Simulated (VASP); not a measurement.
# In: molecular dynamics with a thermostat

In, I4/mmm (no. 139), 16 atoms in the cell. PBE, molecular dynamics; PAW potentials In (PBE set).

Ensemble: NVT; Target temperature (K): 600.

## Input

INCAR:
```
GGA = PE
PREC = Normal
ENCUT = 200
EDIFF = 1E-5
NELMIN = 4
NELM = 60
ALGO = Fast
LREAL = Auto
LASPH = T
ISMEAR = -1
SIGMA = 0.05
ISYM = 0
LWAVE = F
LCHARG = F
IBRION = 0
NSW = 80
POTIM = 4.0
TEBEG = 600
TEEND = 600
ISIF = 2
MDALGO = 1
ANDERSEN_PROB = 0.05
RANDOM_SEED = 971699 0 0
KPAR = 2
```

KPOINTS:
```
k-points
0
Monkhorst-Pack
  2 2 2
```

POSCAR:
```
In
1.0
    6.5018800000      0.0000000000      0.0000000000
    0.0000000000      6.5018800000      0.0000000000
    0.0000000000      0.0000000000      9.8948000000
In
16
Direct
    0.0000000000      0.0000000000      0.0000000000
    0.0000000000      0.0000000000      0.5000000000
    0.0000000000      0.5000000000      0.0000000000
    0.0000000000      0.5000000000      0.5000000000
    0.5000000000      0.0000000000      0.0000000000
    0.5000000000      0.0000000000      0.5000000000
    0.5000000000      0.5000000000      0.0000000000
    0.5000000000      0.5000000000      0.5000000000
    0.2500000000      0.2500000000      0.2500000000
    0.2500000000      0.2500000000      0.7500000000
    0.2500000000      0.7500000000      0.2500000000
    0.2500000000      0.7500000000      0.7500000000
    0.7500000000      0.2500000000      0.2500000000
    0.7500000000      0.2500000000      0.7500000000
    0.7500000000      0.7500000000      0.2500000000
    0.7500000000      0.7500000000      0.7500000000
```

Commands:
```
cat potpaw_PBE.64/In/POTCAR > POTCAR
mpirun -np 2 vasp_std > vasp.out
```

## Result

- Mean temperature (K): 390
- Rise of the mean potential energy above the start (meV/atom): 29.6
- Electronic steps per ionic step after the first: 4.2

Course of the run:

| Time (fs) | Temperature (K) | Potential energy less the first (meV/atom) |
|---|---|---|
| 4 | 600 | 0.0 |
| 28 | 501 | 5.2 |
| 52 | 418 | 16.2 |
| 76 | 293 | 29.1 |
| 100 | 258 | 40.2 |
| 124 | 399 | 39.4 |
| 148 | 388 | 31.1 |
| 176 | 392 | 29.3 |
| 200 | 373 | 31.2 |
| 224 | 318 | 32.3 |
| 248 | 380 | 33.5 |
| 272 | 402 | 35.2 |
| 296 | 458 | 40.2 |
| 320 | 420 | 47.2 |

REPORT:
```
MDALGO =   1
         ANDERSEN_PROB =  0.05000000
               SCALING =       0
                 CNEXP =     9.000   14.000
           RANDOM_SEED =            971699                0                0

   original number of atomic DOF:         45
   number of independent constraints:      0
   number of active DOF:                  45

========================================
         MD step No.       1
========================================

  Atomic velocities initialized by STEP_tb

  >Energies
                    E_tot             E_pot             E_kin               EPS                ES
   e_b>   -0.40013397E+02   -0.41176744E+02    0.11633468E+01    0.00000000E+00    0.00000000E+00

  >Temperature
               T_sim     T_inst
   tmprt>    600.000    600.000

  >Thermostat, num. of collisions:                0

           RANDOM_SEED =            971699              198                0

[... steps left out ...]

========================================
         MD step No.      80
========================================

  >Energies
                    E_tot             E_pot             E_kin               EPS                ES
   e_b>   -0.39607638E+02   -0.40421016E+02    0.81337731E+00    0.00000000E+00    0.00000000E+00

  >Temperature
               T_sim     T_inst
   tmprt>    600.000    419.502

  >Thermostat, num. of collisions:                1

           RANDOM_SEED =            971699             9520                0
```

OSZICAR:
```
N       E                     dE             d eps       ncg     rms          rms(c)
DAV:   1     0.831370894261E+02    0.83137E+02   -0.81222E+03   264   0.498E+02
DAV:   2    -0.325127752668E+02   -0.11565E+03   -0.10987E+03   300   0.101E+02
DAV:   3    -0.414213315101E+02   -0.89086E+01   -0.84023E+01   352   0.276E+01
DAV:   4    -0.415977323490E+02   -0.17640E+00   -0.17545E+00   320   0.434E+00
DAV:   5    -0.416006207615E+02   -0.28884E-02   -0.28869E-02   344   0.585E-01    0.996E+00
RMM:   6    -0.413500312467E+02    0.25059E+00   -0.27434E-02   264   0.601E-01    0.578E+00
RMM:   7    -0.411755888929E+02    0.17444E+00   -0.10204E-01   264   0.113E+00    0.426E-01
RMM:   8    -0.411766336305E+02   -0.10447E-02   -0.16089E-02   264   0.507E-01    0.163E-01
RMM:   9    -0.411767299294E+02   -0.96299E-04   -0.23469E-03   265   0.182E-01    0.414E-02
RMM:  10    -0.411767535116E+02   -0.23582E-04   -0.36123E-04   259   0.807E-02    0.606E-02
RMM:  11    -0.411767349537E+02    0.18558E-04   -0.47169E-05   202   0.279E-02    0.331E-02
RMM:  12    -0.411767438873E+02   -0.89336E-05   -0.19908E-05   177   0.162E-02
[... left out ...]
     77 T=   396. E= -.39707967E+02 F= -.40476477E+02 E0= -.40420973E+02  EK= 0.76851E+00 SP= 0.00E+00 SK= 0.00E+00
     79 T=   437. E= -.39589622E+02 F= -.40436820E+02 E0= -.40380711E+02  EK= 0.84720E+00 SP= 0.00E+00 SK= 0.00E+00
[... last step whole ...]
       N       E                     dE             d eps       ncg     rms          rms(c)
DAV:   1    -0.404207169165E+02    0.16102E-01   -0.60568E-03   302   0.641E-01    0.393E-02
RMM:   2    -0.404209875505E+02   -0.27063E-03   -0.30819E-03   264   0.176E-01    0.178E-02
RMM:   3    -0.404210139226E+02   -0.26372E-04   -0.31460E-04   264   0.620E-02    0.128E-02
RMM:   4    -0.404210156573E+02   -0.17347E-05   -0.51604E-05   230   0.232E-02
     80 T=   420. E= -.39607638E+02 F= -.40421016E+02 E0= -.40364641E+02  EK= 0.81338E+00 SP= 0.00E+00 SK= 0.00E+00
```

Limits: 320 fs of 16 atoms are too short for converged averages.

VASP 6.6.1 took 392 s on 2 cores (Intel Xeon 6975P-C (Granite Rapids)), a shared host.
